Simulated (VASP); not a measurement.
VASP 6.6.1 run: AgCl

INCAR

```
LREAL = .FALSE.
NSW = 0
NELM = 120
SIGMA = 0.02
ENCUT = 350
ISMEAR = -1
GGA = PE
ISIF = 2
LCHARG = .FALSE.
EDIFF = 1E-7
LASPH = .TRUE.
LWAVE = .FALSE.
NBANDS = 16
PREC = Accurate
IBRION = -1
NELECT = 19
```

KPOINTS

```
KPOINTS created by Atomic Simulation Environment
0
Monkhorst-Pack
8 8 8
0 0 0
```

POSCAR

```
Ag Cl
 1.0000000000000000
     3.3432959860999998    0.0000000000000000    0.0000000000000000
     0.0000000000000000    3.3432959860999998    0.0000000000000000
     0.0000000000000000    0.0000000000000000    3.4371592997999998
 Ag  Cl
   1   1
Cartesian
  0.0000000000000000  0.0000000000000000  0.0000000000000000
  1.6716479930499999  1.6716479930499999  1.7185796498999999
```

The recommended PBE PAW datasets give the neutral cell 18 valence electrons.

Command

```
mpirun -np 1 vasp_std
```

OSZICAR

```
N       E                     dE             d eps       ncg     rms          rms(c)
DAV:   1     0.893227491473E+02    0.89323E+02   -0.72426E+03  1360   0.758E+02
DAV:   2     0.497310246855E+01   -0.84350E+02   -0.79803E+02  1640   0.199E+02
DAV:   3     0.253054349679E+01   -0.24426E+01   -0.24256E+01  1528   0.357E+01
DAV:   4     0.251691059910E+01   -0.13633E-01   -0.13630E-01  1640   0.295E+00
DAV:   5     0.251676812719E+01   -0.14247E-03   -0.14247E-03  1584   0.284E-01    0.141E+01
DAV:   6     0.262001467588E+01    0.10325E+00   -0.55422E-01  1496   0.673E+00    0.657E+00
DAV:   7     0.262182287626E+01    0.18082E-02   -0.10714E-01  1528   0.256E+00    0.244E+00
DAV:   8     0.262484658205E+01    0.30237E-02   -0.57511E-03  1536   0.766E-01    0.321E-01
DAV:   9     0.262490204096E+01    0.55459E-04   -0.53404E-04  1688   0.297E-01    0.345E-02
DAV:  10     0.262489299465E+01   -0.90463E-05   -0.60507E-05  1440   0.572E-02    0.290E-02
DAV:  11     0.262488365679E+01   -0.93379E-05   -0.19378E-05  1536   0.457E-02    0.121E-02
DAV:  12     0.262488448951E+01    0.83273E-06   -0.25684E-06  1592   0.193E-02    0.318E-03
DAV:  13     0.262488475730E+01    0.26779E-06   -0.90741E-08  1248   0.335E-03    0.105E-03
DAV:  14     0.262488476740E+01    0.10100E-07   -0.17537E-08   784   0.111E-03
   1 F= 0.26248848E+01 E0= 0.26265308E+01  d E =-.329209E-02
```

From OUTCAR

```
k-points           NKPTS =     40   k-points in BZ     NKDIM =     40   number of bands    NBANDS=     16

   NELECT =      19.0000    total number of electrons

   dimension x,y,z NGX =    20 NGY =   20 NGZ =   24
   dimension x,y,z NGXF=    40 NGYF=   40 NGZF=   48

  energy-cutoff  :      350.00
  volume of cell :       38.42
      direct lattice vectors                 reciprocal lattice vectors
     3.343295986  0.000000000  0.000000000     0.299106033  0.000000000  0.000000000
     0.000000000  3.343295986  0.000000000     0.000000000  0.299106033  0.000000000
     0.000000000  0.000000000  3.437159300     0.000000000  0.000000000  0.290937927

 k-points in reciprocal lattice and weights: KPOINTS created by Atomic Simulation Env
   0.06250000  0.06250000  0.06250000       0.016
   0.18750000  0.06250000  0.06250000       0.031
   0.31250000  0.06250000  0.06250000       0.031
   0.43750000  0.06250000  0.06250000       0.031
   0.18750000  0.18750000  0.06250000       0.016
   0.31250000  0.18750000  0.06250000       0.031
   0.43750000  0.18750000  0.06250000       0.031
   0.31250000  0.31250000  0.06250000       0.016
   ...

 E-fermi :   8.1896

 k-point     1 :       0.0625    0.0625    0.0625
  band No.  band energies     occupation
      1     -10.5587      2.00000
      2       1.5571      2.00000
      3       1.5695      2.00000
      4       1.9001      2.00000
      5       2.4180      2.00000
      6       2.4710      2.00000
      7       2.9649      2.00000
      8       3.0165      2.00000
      9       3.0453      2.00000
     10       5.4977      2.00000
     11      13.4714      0.00000
     12      13.6460      0.00000
     13      16.9285      0.00000
     14      17.8856      0.00000
     15      17.9993      0.00000
     16      20.7908      0.00000

 k-point     2 :       0.1875    0.0625    0.0625
  band No.  band energies     occupation
      1     -10.4170      2.00000
      2       0.7397      2.00000
      3       1.5508      2.00000
      4       1.7364      2.00000
      5       2.0326      2.00000
      6       2.5366      2.00000
      7       2.7587      2.00000
      8       3.3979      2.00000
      9       3.5667      2.00000
     10       6.5463      2.00000
     11      13.4636      0.00000
     12      13.6329      0.00000
     13      15.7057      0.00000
     14      16.3526      0.00000
     15      18.0752      0.00000
     16      20.1389      0.00000

 k-point     3 :       0.3125    0.0625    0.0625
  band No.  band energies     occupation
      1     -10.2003      2.00000
      2      -0.3657      2.00000
      3       1.4067      2.00000
      4       1.6353      2.00000
      5       1.8748      2.00000
      6       2.7477      2.00000
      7       2.8401      2.00000
      8       3.8261      2.00000
      9       4.0864      2.00000
     10       7.6596      2.00000
     11      12.1847      0.00000
     12      13.4931      0.00000
     13      14.6808      0.00000
     14      15.3097      0.00000
     15      19.1974      0.00000
     16      20.0074      0.00000

 ...

  Total       14.3373156     14.3373156     14.5112475      0.0000000     -0.0000000      0.0000000
  in kB      597.9007689    597.9007689    605.1541506      0.0000000     -0.0000000      0.0000000
  external PRESSURE =     600.3185628 kB  Pullay stress =       0.0000000 kB

 POSITION                                       TOTAL-FORCE (eV/Angst)
 -----------------------------------------------------------------------------------
      0.00000      0.00000      0.00000         0.000000      0.000000      0.000000
      1.67165      1.67165      1.71858         0.000000      0.000000      0.000000
 -----------------------------------------------------------------------------------
    total drift:                                0.000000      0.000000      0.000000

  FREE ENERGIE OF THE ION-ELECTRON SYSTEM (eV)
  ---------------------------------------------------
  free  energy   TOTEN  =         2.6248847674 eV

  energy  without entropy=        2.6281768579  energy(sigma->0) =        2.62653081
```

It converged. Results: pressure 60.0 GPa.

The cell is charged and sits in a uniform background. The shifted mesh misses Γ, so a band edge there is missed.

For comparison, a separate PBE run of the intended cell, on usual settings and not on those above, gives a gap of 0.56 eV on its mesh and a pressure of 2.6 GPa.

The run above took about 5.4 s on one core of a shared host (Intel Xeon 6975P-C) and held 0.13 GiB at most.
